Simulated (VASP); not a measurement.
# V in VASP: settings compared, part 2 of 2

VASP 6.6.1. The steps go on from the part before.

**3. Relaxation of the atoms, revPBE+D2, collinear spin, ferromagnetic start**

File INCAR:

```
SYSTEM = V
PREC = Accurate ; ENCUT = 520
EDIFF = 1E-6 ; ISMEAR = -1
SIGMA = 0.05 ; LREAL = .False.
LASPH = .True. ; NELM = 150
ALGO = Normal ; ISIF = 2
LWAVE = .False. ; LCHARG = .False.
ISPIN = 2 ; MAGMOM = 2 2 2 2 2 2
LORBIT = 11 ; LMAXMIX = 4
LDIPOL = .True. ; IDIPOL = 3
DIPOL = 0.5 0.5 0.500 ; GGA = RE
IVDW = 1 ; IBRION = 2
NSW = 60 ; EDIFFG = -0.01
```

File KPOINTS:

```
Automatic mesh
0
Gamma
  7 7 1
  0 0 0
```

File POSCAR:

```
V
1.0
    2.6799347007      0.0000000000      0.0000000000
    0.0000000000      2.6799347007      0.0000000000
    0.0000000000      0.0000000000     24.4750000000
V
6
Selective dynamics
Direct
    0.5000000000      0.5000000000      0.3064351379  F F F
    0.0000000000      0.0000000000      0.3838610827  F F F
    0.5000000000      0.5000000000      0.4612870276  F F F
    0.0000000000      0.0000000000      0.5387129724  T T T
    0.5000000000      0.5000000000      0.6161389173  T T T
    0.0000000000      0.0000000000      0.6935648621  T T T
```

Potentials or basis: VASP PAW PBE potentials, release 64 (V_sv).

Command:

```sh
$ cat potpaw_PBE.64/V_sv/POTCAR > POTCAR
$ mpirun -np 1 vasp_std > vasp.out
```

OUTCAR:

```text
SYSTEM = V
   PREC = Accurate
   ENCUT = 520
   EDIFF = 1E-6
   ISMEAR = -1
   LREAL = .False.
   LASPH = .True.
   NELM = 150
   ISIF = 2
   ISPIN = 2
   LORBIT = 11
   GGA = RE
   IVDW = 1
   IBRION = 2
   NSW = 60
   EDIFFG = -0.01
  IVDW =   1

 ion  position               nearest neighbor table
   1  0.500  0.500  0.306-   2 2.68   2 2.68   2 2.68   2 2.68
   2  0.000  0.000  0.384-   1 2.68   1 2.68   1 2.68   1 2.68   3 2.68   3 2.68   3 2.68   3 2.68

   3  0.500  0.500  0.461-   4 2.68   4 2.68   4 2.68   4 2.68   2 2.68   2 2.68   2 2.68   2 2.68

   4  0.000  0.000  0.539-   3 2.68   3 2.68   3 2.68   3 2.68   5 2.68   5 2.68   5 2.68   5 2.68

   5  0.500  0.500  0.616-   6 2.68   6 2.68   6 2.68   6 2.68   4 2.68   4 2.68   4 2.68   4 2.68

   6  0.000  0.000  0.694-   5 2.68   5 2.68   5 2.68   5 2.68

  LATTYP: Found a simple tetragonal cell.
 ALAT       =     2.6799347007
 C/A-ratio  =     9.1326852082

  Lattice vectors:

 A1 = (   2.6799347007,   0.0000000000,   0.0000000000)
 A2 = (   0.0000000000,   2.6799347007,   0.0000000000)
 A3 = (   0.0000000000,   0.0000000000,  24.4750000000)

Analysis of symmetry for initial positions (statically):
=====================================================================
 Subroutine PRICEL returns:
 Original cell was already a primitive cell.

 Routine SETGRP: Setting up the symmetry group for a
 simple tetragonal supercell.

 Subroutine GETGRP returns: Found 16 space group operations
 (whereof  8 operations were pure point group operations)
 out of a pool of 16 trial point group operations.

The static configuration has the point symmetry C_4v.
 The point group associated with its full space group is D_4h.

Analysis of symmetry for dynamics (positions and initial velocities):
=====================================================================
 Subroutine PRICEL returns:
 Original cell was already a primitive cell.

 Routine SETGRP: Setting up the symmetry group for a
 simple tetragonal supercell.

 Subroutine GETGRP returns: Found 16 space group operations
 (whereof  8 operations were pure point group operations)
 out of a pool of 16 trial point group operations.

The dynamic configuration has the point symmetry C_4v.
 The point group associated with its full space group is D_4h.

Analysis of constrained symmetry for selective dynamics:
=====================================================================
 Subroutine PRICEL returns:
 Original cell was already a primitive cell.

 Routine SETGRP: Setting up the symmetry group for a
 simple tetragonal supercell.

 Subroutine GETGRP returns: Found  8 space group operations
 (whereof  8 operations were pure point group operations)
 out of a pool of 16 trial point group operations.

The constrained configuration has the point symmetry C_4v.

Analysis of structural, dynamic, and magnetic symmetry:
=====================================================================
 Subroutine PRICEL returns:
 Original cell was already a primitive cell.

 Routine SETGRP: Setting up the symmetry group for a
 simple tetragonal supercell.

 Subroutine GETGRP returns: Found  8 space group operations
 (whereof  8 operations were pure point group operations)
 out of a pool of 16 trial point group operations.

The overall configuration has the point symmetry C_4v.

 Subroutine INISYM returns: Found  8 space group operations
 (whereof  8 operations are pure point group operations),
 and found     1 'primitive' translations
[... 107 lines left out ...]
     AMIX     =   0.40;   BMIX     =  1.00
     AMIX_MAG =   1.60;   BMIX_MAG =  1.00
  volume/ion in A,a.u.               =      29.30       197.70
  Fermi-wavevector in a.u.,A,eV,Ry     =   1.248675  2.359653 21.214049  1.559189
  Thomas-Fermi vector in A             =   2.382750
   LORBIT       =     11    0 simple, 1 ext, 2 COOP (PROOUT), +10 PAW based schemes
   GGA     = RE    functional components
   LHFCALC =     F    Hartree Fock is set to
   AEXX    =    0.0000 exact exchange contribution
   IVDW    =     1    specifies the selected vdW correction
   LEPSILON=     F    determine dielectric tensor
   LRPA    =     F    only Hartree local field effects (RPA)
 conjugate gradient relaxation of ions
 spin polarized calculation
  energy-cutoff  :      520.00
  volume of cell :      175.78
 maximum number of plane-waves:      4777
 NGX is ok and might be reduce to    20
   NGX =  9   NGY =  9   NGZ = 91

--------------------------------------- Ionic step        1  -------------------------------------------

 number of electron      77.9999955 magnetization       0.0116238

 number of electron      77.9999955 magnetization      -0.0009687

 Free energy of the ion-electron system (eV)
  ---------------------------------------------------
  ext. energy  EPLUGINS =         0.00000000
  ---------------------------------------------------
  free energy    TOTEN  =       -48.44358222 eV

  energy without entropy =      -48.35663224  energy(sigma->0) =      -48.40010723

------------------------ aborting loop because EDIFF is reached ----------------------------------------

  DFT-D2 method for vdW energy calculation

  Number of pair interactions contributing to vdW energy:   61228
[... 123 lines left out ...]
  FREE ENERGIE OF THE ION-ELECTRON SYSTEM (eV)
  ---------------------------------------------------
  free  energy   TOTEN  =       -51.2793800311 eV

  energy  without entropy=      -51.1950177308  energy(sigma->0) =      -51.23719888

[... ionic steps 4 to 12 ...]

--------------------------------------- Ionic step       13  -------------------------------------------

 number of electron      77.9999955 magnetization       0.0000352

------------------------ aborting loop because EDIFF is reached ----------------------------------------
[... 81 lines left out ...]
  FREE ENERGIE OF THE ION-ELECTRON SYSTEM (eV)
  ---------------------------------------------------
  free  energy   TOTEN  =       -51.3193021007 eV

  energy  without entropy=      -51.2392399654  energy(sigma->0) =      -51.27927103

 dipolmoment           0.000000      0.000000     -0.000035 electrons x Angstroem

--------------------------------------- Ionic step       15  -------------------------------------------

 number of electron      77.9999955 magnetization       0.0000230

 dipolmoment           0.000000      0.000000      0.000077 electrons x Angstroem

 Free energy of the ion-electron system (eV)
  ---------------------------------------------------
  ext. energy  EPLUGINS =         0.00000000
  ---------------------------------------------------
  free energy    TOTEN  =       -48.52650873 eV

  energy without entropy =      -48.44656880  energy(sigma->0) =      -48.48653876

 E-fermi :   2.4514     XC(G=0):  -6.9671

 val. band max:        2.4344441889   @ k =   0.2857   0.0000   0.0000
 cond. band min:       2.4533747291   @ k =   0.2857   0.1429   0.0000
 fundamental gap:      0.0189305402
 Fermi energy:         2.4513597117

 spin component 1

 k-point     1 :       0.0000    0.0000    0.0000
  band No.  band energies     occupation
      1     -61.8480      1.00000
      2     -61.8299      1.00000
      3     -61.7474      1.00000
      4     -61.7289      1.00000
      5     -61.6677      1.00000
      6     -61.6005      1.00000
[... 529 lines left out ...]
     50       5.4474      0.00000
     51       5.4942      0.00000
 Fermi energy:         2.4513597117

 spin component 2

 k-point     1 :       0.0000    0.0000    0.0000
  band No.  band energies     occupation
      1     -61.8480      1.00000
      2     -61.8299      1.00000
      3     -61.7474      1.00000
      4     -61.7289      1.00000
      5     -61.6677      1.00000
      6     -61.6005      1.00000
[... 529 lines left out ...]
     50       5.4474      0.00000
     51       5.4943      0.00000
 [bands above 51 left out]

------------------------ aborting loop because EDIFF is reached ----------------------------------------

 vacuum level on the upper side and lower side of the slab       (xc-potential included)        -0.175        -0.180

  DFT-D2 method for vdW energy calculation

  Number of pair interactions contributing to vdW energy:   61288

  Edisp (eV):   -2.79282
[... 29 lines left out ...]
  FREE ENERGIE OF THE ION-ELECTRON SYSTEM (eV)
  ---------------------------------------------------
  free  energy   TOTEN  =       -51.3193245366 eV

  energy  without entropy=      -51.2393846107  energy(sigma->0) =      -51.27935457

 reached required accuracy - stopping structural energy minimisation

 vacuum level on the upper side and lower side of the slab         6.716         6.718

 total charge

# of ion       s       p       d       tot
------------------------------------------
    1        2.319   6.129   3.035  11.483
    2        2.348   6.243   3.007  11.597
    3        2.337   6.227   3.009  11.572
    4        2.320   6.203   2.987  11.510
    5        2.328   6.215   2.973  11.516
    6        2.316   6.127   3.021  11.464
--------------------------------------------------
tot         13.968  37.144  18.031  69.142

 magnetization (x)

# of ion       s       p       d       tot
------------------------------------------
    1        0.000   0.000   0.000   0.000
    2        0.000  -0.000   0.000   0.000
    3       -0.000  -0.000  -0.000  -0.000
    4       -0.000  -0.000  -0.000  -0.000
    5       -0.000  -0.000  -0.000  -0.000
    6        0.000   0.000   0.000   0.000
--------------------------------------------------
tot          0.000   0.000   0.000   0.000
```

Wall time 50 min (1 thread of Intel Xeon Platinum 8488C (Sapphire Rapids), shared host); peak memory 0.39 GiB.

What came out:

* Free energy: -51.3193 eV
* Energy gained by relaxing: 8.4 meV/atom
* Ionic steps: 15
* Band gap on the k mesh: none (metal or under the smearing width)
* Net moment: 0.00 μB per cell
* Valence electrons inside the program's atomic spheres: V 11.48, 11.60, 11.57, 11.51, 11.52, 11.46
* Dispersion energy per atom: -0.465 eV

The path:
```csv
step,energy change (eV),largest force (eV/Å),pressure (GPa)
1,0.0000,0.3904,-2.17
2,-0.0081,0.3910,-2.17
3,-0.0102,0.3878,-2.16
4,-0.0124,0.3865,-2.25
5,-0.0172,0.3836,-2.49
6,-0.0190,0.3738,-2.91
7,-0.0196,0.3768,-2.78
8,-0.0220,0.3828,-2.86
9,-0.0287,0.4001,-3.08
10,-0.0396,0.4254,-3.52
11,-0.0488,0.4540,-4.32
12,-0.0501,0.4863,-4.19
13,-0.0501,0.4867,-4.19
14,-0.0501,0.4929,-4.20
15,-0.0502,0.4883,-4.19
```

Final structure:
```
V
1.0
     2.67993    0.00000    0.00000
     0.00000    2.67993    0.00000
     0.00000    0.00000   24.47500
V
6
Direct
  0.50000 0.50000 0.30644
  0.00000 0.00000 0.38386
  0.50000 0.50000 0.46129
  0.00000 0.00000 0.54288
  0.50000 0.50000 0.62786
  0.00000 0.00000 0.70694
```

Caveat: atom-pairwise D2, TS and ULG terms overbind metals; the PAW data sets were made with another functional, which shifts forces and pressure a little.
